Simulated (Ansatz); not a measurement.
The system is Te2Pt (Moncheite).

```xyz
3
Lattice="4.0100 0.0000 0.0000 -2.0050 3.4728 0.0000 0.0000 0.0000 5.2010" Properties=species:S:1:pos:R:3 pbc="T T T"
Pt    0.0000    0.0000    0.0000
Te    2.0050    1.1576    3.9007
Te    0.0000    2.3152    1.3002
```

Base run:

| Property | Result |
| --- | --- |
| Program | Ansatz 0.2.0 |
| Functional | LDA |
| Potentials or basis | Ansatz PAW |
| Cutoff | 420 eV (not typed: the program's choice for these potentials) |
| k mesh | 6 × 6 × 4 |
| Occupations | fermi-dirac, width 0.05 eV |
| Spin | spin-orbit coupling, no magnetisation |

Its results: band gap on the k mesh none (metal or under the smearing width); pressure 2.0 GPa; largest force 0.645 eV/Å.

Task: The run is repeated on the same cell with these changes: functional from LDA to PBE. What comes out?

Result: Band gap on the k mesh none (metal or under the smearing width); pressure 8.7 GPa; largest force 1.042 eV/Å.

PBE binds less tightly than LDA, so the same cell stands under more pressure.

Caveats: the PAW data sets come from PBE, with cores solved anew for the run's functional, which leaves a small shift of forces and pressure (some runs); forces of over 1 eV/Å show positions far from the minimum, so gaps and moduli don't describe the material at rest (some runs).
